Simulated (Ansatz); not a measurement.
An Ansatz input:

```yaml
crystal:
  lattice:
    - [0.0, 1.6672276355, 1.6672276355]
    - [1.6672276355, 0.0, 1.6672276355]
    - [1.6672276355, 1.6672276355, 0.0]
  atoms:
    - { symbol: Mn, position: [0.0, 0.0, 0.0], spin: 3.0 }
hamiltonian:
  xc: lda
  pseudopotentials:
    kind: paw
    azcp:
      Mn: "pseudopotentials/Mn.paw.azcp"
basis:
  ecutwfc: 420
  fft_grid_basis: typed
kpoints:
  mp_grid: { grid: [18, 18, 18], shift: [0, 0, 0] }
magnetization:
  spin_polarized: true
scf:
  occupations: { method: fermi_dirac, width: 0.05 }
  lower_state_search: "off"
output:
  stress: true
```

and its output:

```
Warning: the record states the generating functional pbe (its physics header spells it `PBE`), which answers neither for hamiltonian.xc's functional nor for the lda family's — results may be inconsistent (PPs are generated against a specific XC)
Engine: ansatz 0.2.0, aarch64-unknown-linux-gnu
Pseudopotentials: kind: paw
Pseudopotential: Mn, paw, valence charge 15, recommended cutoff 420 eV (normal) 
Functional definition: SPW92
  exchange = slater_x
  correlation = pw_c
Crystal: 1 atoms, lattice volume = 9.269 Å³
Basis set: ecut = 420 eV, 169 PW (Γ)
Bands: 13, of which v1, the nominal top of the filled ones, is band 8 counted from 1 (7 counted from 0)
Symmetry: 48 space group operations
Space group: Fm-3m (ITA 225), of the structure as read, at distance tolerance 2.1e-5 Å
Magnetic group: BNS 225.116 (UNI 1618), of the structure as read, at distance tolerance 2.1e-5 Å
k-points: 195 of 5832
Non-local potential: Mn, projectors of the file, l = 0: 3, l = 1: 2, l = 2: 3, l = 3: 1
PAW form: soft (Blöchl's): semilocal exchange-correlation on the pseudo side does not see the compensation charge
PAW frozen core: Mn, regenerated for the run's functional, and the local potential with it (the file was generated under x = pbe(κ = 0.804, μ = 0.2195149727645171), c = pbe(β = 0.06672455060314922))
PAW one-centre angular grid: Mn, 590 points (default); XC on 64 Gauss nodes
Initial density: superposition of atomic densities (chi_scale 0.1, normalization cell)
Starting moments: Σ|m| = 3 μB on 1 of 1 site
Initial wavefunctions: pseudopotential atomic-orbital guess
Functional: x = slater, c = lda
SCF iter   1: F=—  HF=-3840.709437 eV  |F-HF|=—  |Δ(HF+E_count)|=         —  Δρ=2.33e-1 (↑2.33e-1 ↓1.20e-1)  dr2=1.13e0  dr2_m=2.52e0  M=1.394 μB ∫|m|=1.398 μB  β_m=0.30  ethr=3.10e-3  ⟨swp⟩=4.5  Hψ=22961  notcnv=0
SCF iter   2: F=—  HF=-3840.400490 eV  |F-HF|=—  |Δ(HF+E_count)|=   3.09e-1  Δρ=1.48e-1 (↑1.48e-1 ↓1.47e-1)  dr2=8.70e-3  dr2_m=1.84e0  M=1.582 μB ∫|m|=1.586 μB  β_m=0.30  ethr=3.10e-3  ⟨swp⟩=3.0  Hψ=11597  notcnv=0  defer=260
Mixer restart at iter 2: flushing history
spin-set hold released at iteration 2 (the charge has settled, or the pull on large starting moments outlasts its swing): the magnetisation degrees of freedom join the quasi-Newton model from the next iteration; the mixer history was flushed
SCF iter   3: F=—  HF=-3840.602767 eV  |F-HF|=—  |Δ(HF+E_count)|=   2.02e-1  Δρ=1.36e-1 (↑1.36e-1 ↓1.30e-1)  dr2=8.63e-3  dr2_m=1.50e0  M=1.344 μB ∫|m|=1.347 μB  β_m=0.25  ethr=5.80e-5  ⟨swp⟩=2.3  Hψ=8378  notcnv=0  defer=259
SCF iter   4: F=—  HF=-3841.080157 eV  |F-HF|=—  |Δ(HF+E_count)|=   4.77e-1  Δρ=8.16e-2 (↑5.34e-2 ↓8.16e-2)  dr2=5.63e-2  dr2_m=3.81e-1  M=0.702 μB ∫|m|=0.706 μB  β_m=0.45  ethr=5.75e-5  ⟨swp⟩=2.6  Hψ=10459  notcnv=0  defer=259
SCF iter   5: F=—  HF=-3841.196257 eV  |F-HF|=—  |Δ(HF+E_count)|=   1.16e-1  Δρ=2.56e-2 (↑2.56e-2 ↓2.01e-2)  dr2=1.16e-2  dr2_m=4.09e-2  M=-0.101 μB ∫|m|=0.102 μB  β_m=0.70  ethr=5.75e-5  ⟨swp⟩=3.0  Hψ=11359  notcnv=0  defer=206
SCF iter   6: F=—  HF=-3841.220693 eV  |F-HF|=—  |Δ(HF+E_count)|=   2.44e-2  Δρ=8.88e-3 (↑8.88e-3 ↓3.83e-3)  dr2=1.74e-3  dr2_m=3.05e-3  M=0.035 μB ∫|m|=0.044 μB  β_m=0.85  ethr=5.75e-5  ⟨swp⟩=2.5  Hψ=10711  notcnv=0  defer=231
SCF iter   7: F=—  HF=-3841.223136 eV  |F-HF|=—  |Δ(HF+E_count)|=   2.44e-3  Δρ=3.42e-3 (↑1.44e-3 ↓3.42e-3)  dr2=9.58e-5  dr2_m=4.76e-4  M=0.009 μB ∫|m|=0.013 μB  β_m=0.82  ethr=1.16e-5  ⟨swp⟩=2.2  Hψ=8931  notcnv=0  defer=211
SCF iter   8: F=—  HF=-3841.223606 eV  |F-HF|=—  |Δ(HF+E_count)|=   4.70e-4  Δρ=1.34e-3 (↑5.08e-4 ↓1.34e-3)  dr2=4.72e-5  dr2_m=5.40e-5  M=0.003 μB ∫|m|=0.004 μB  β_m=0.91  ethr=6.38e-7  ⟨swp⟩=2.0  Hψ=7791  notcnv=0  defer=209
SCF iter   9: F=—  HF=-3841.223652 eV  |F-HF|=—  |Δ(HF+E_count)|=   4.61e-5  Δρ=7.15e-5 (↑6.70e-5 ↓7.15e-5)  dr2=7.77e-7  dr2_m=1.21e-7  M=0.000 μB ∫|m|=0.000 μB  β_m=0.95  ethr=3.15e-7  ⟨swp⟩=1.9  Hψ=6492  notcnv=0  defer=209
SCF iter  10: F=—  HF=-3841.223652 eV  |F-HF|=—  |Δ(HF+E_count)|=   8.55e-8  Δρ=4.21e-5 (↑2.49e-5 ↓4.21e-5)  dr2=1.67e-7  dr2_m=2.42e-8  M=0.000 μB ∫|m|=0.000 μB  β_m=0.91  ethr=5.18e-9  ⟨swp⟩=1.1  Hψ=4884  notcnv=0  defer=208
iter 11 did not close the SCF: its close was put off for a magnetic moment that had not settled (scf_convergence_deferred on its scf_iter line)
SCF iter  11: F=-3841.223652 eV  HF=-3841.223652 eV  |F-HF|=7.55e-10  |Δ(HF+E_count)|=   2.41e-8  Δρ=2.64e-6 (↑2.29e-6 ↓2.64e-6)  dr2=1.05e-9  dr2_m=6.91e-11  M=0.000 μB ∫|m|=0.000 μB  β_m=0.96  ethr=6.67e-10  ⟨swp⟩=4.1  Hψ=15333  notcnv=0
SCF iter  12: F=-3841.223652 eV  HF=-3841.223652 eV  |F-HF|=5.96e-11  |Δ(HF+E_count)|=  3.36e-10  Δρ=7.31e-7 (↑7.31e-7 ↓5.39e-7)  dr2=8.14e-11  dr2_m=2.73e-12  M=0.000 μB ∫|m|=0.000 μB  ethr=7.03e-12  ⟨swp⟩=1.5  Hψ=12846  notcnv=0
WARN: the starting moments were not kept: the SCF closed with an absolute magnetisation of 1.8e-6 μB, where they sum to 3 μB in size (1 site). That is at most 0.1 of that sum. Measured as dr2_m measures the in/out step, that magnetisation stands 4.3e-12 eV from none, at or under the dr2_threshold of 1.0e-7 eV: it is no larger than a step whose dr2_m would equal this threshold. The system may hold no moment; this SCF shows only that its start led to no more than that. To try another start: raise the starting moments (crystal.atoms[].spin, magnetization.per_species, magnetization.initial_magnetization, or on a non-collinear deck that types none of these the spinor_matrix: blocks that start its atoms; where the total moment is fixed, keep their sum and leave initial_magnetization as it is; typed ones take the place of any that the run laid by itself, positive ones on a crystal's lanthanoids without a Hubbard term where scf.initial_density.shell_occupations: [] is typed) or, if the notice of its spin-set hold's release reads "site moments contracting" or "site moments show no strong build", lengthen the hold (scf.mixing.spin_hold: { on: { confirm: 4 } }; for m-r²SCAN on two components see the key's manual first). Each may lead to a state that holds a moment. A second SCF, from the converged charge density, with the starting moments and any scf.initial_density.shell_occupations laid on it anew, would have followed, and was not run: the deck does not ask for one (magnetization.retry_lost_moments is false, the default). To let it run, set magnetization.retry_lost_moments: true and run the deck again, where that key's refused combinations let it; where memory then withholds it, that run's warning says so.
SCF 1 converged in 12 iterations: F = -3841.223652 eV  dr2 = 8.14e-11
SCF converged after 12 iterations
Magnetization: 0.0000 μB (7.5000 up, 7.5000 down)
Absolute magnetization: 0.0000 μB (∫|ρ↑−ρ↓|, with the PAW one-centre terms)
Spin contamination: 0.0000 ħ² per cell (⟨S²⟩ above its minimum at these occupations)
Per-site moments (μB) at R_I (Å): [(1.7057065836606015e-6, 0.9725990726460225)]
Free energy (F): -3841.223652 eV
Harris-Foulkes:  -3841.223652 eV  (|F-HF|=5.96e-11)
Internal energy: -3841.213689 eV  (E = F + TS)
E sigma→0 (E₀):  -3841.218671 eV
Entropy (-TS):   -0.009963 eV (-9.963 meV/atom)
Fermi energy:    23.743586 eV
--- Per-component energies (eV) ---
  E_band       = -106.034899
  E_kinetic    = 314.229534
  E_local      = -1409.053564  (includes V_loc(G=0)·N_el)
  E_nonlocal   = 240.886170
  E_hartree    = 595.872028
  E_xc         = -117.365475
  E_vxc        = -151.138107  (∫ρ·V_xc dr)
  E_paw        = -1238.727929  (= ΣΔE_a)
  E_vpaw       = -292.703420  (= ΣTr[D̂ρ^β])
  E_aug_tail   = -0.000011  (compensation charges beyond the density's cutoff)
  E_ewald      = -2227.438396
  E_core_change = 0.383953  (= ΣΔE_core)
  E_smearing   = -0.009963  (= −TS)
  E_closure    = 0.000000  (closes the sum)
  Σ components = -3841.223652   (vs F -3841.223652, Δ=0.00e0)
--- Stress (GPa, compression-positive) ---
       33.231291       0.000000       0.000000
       -0.000000      33.231291       0.000000
       -0.000000       0.000000      33.231291
  P = ⅓ Tr σ = 33.2313 GPa (332.313 kbar)
```
